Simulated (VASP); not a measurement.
FeO (Wuestite), 2 atoms in the cell. It takes space group Fm-3m (No. 225, cubic). Conventional cell: a = 4.311 Å, b = 4.311 Å, c = 4.311 Å, α = 90.00°, β = 90.00°, γ = 90.00°. Fe (site symmetry m-3m) has 6 O at 2.16 Å as nearest neighbours. O (site symmetry m-3m) has 6 Fe at 2.16 Å as nearest neighbours. 

- Program: VASP 6.6.1
- Task: single point
- Functional: PBE
- Potentials or basis: VASP PAW PBE potentials, release 64 (Fe, O)
- Cutoff: 500 eV
- k mesh: 11 × 11 × 11
- Occupations: gaussian, width 0.02 eV
- Spin: collinear spin, ferromagnetic start
- Starting moments: [3.0, 0.0] μB
- Further INCAR settings: ALGO = Normal; EDIFF = 1.00e-06; NBANDS = 18

Potentials or basis: VASP PAW PBE potentials, release 64 (Fe, O).

The run is started by

```bash
$ python run.py
```

Hardware: 1 thread of Intel(R) Xeon(R) Platinum 8375C CPU @ 2.90GHz (Ice Lake) (shared host).

**Question.** How long does it take, and how much memory?

**Answer.** It took 29 s on 1 thread of Intel(R) Xeon(R) Platinum 8375C CPU @ 2.90GHz (Ice Lake), on a shared host, peak memory 0.16 GiB. Counts: scf iterations 15, k points 56.
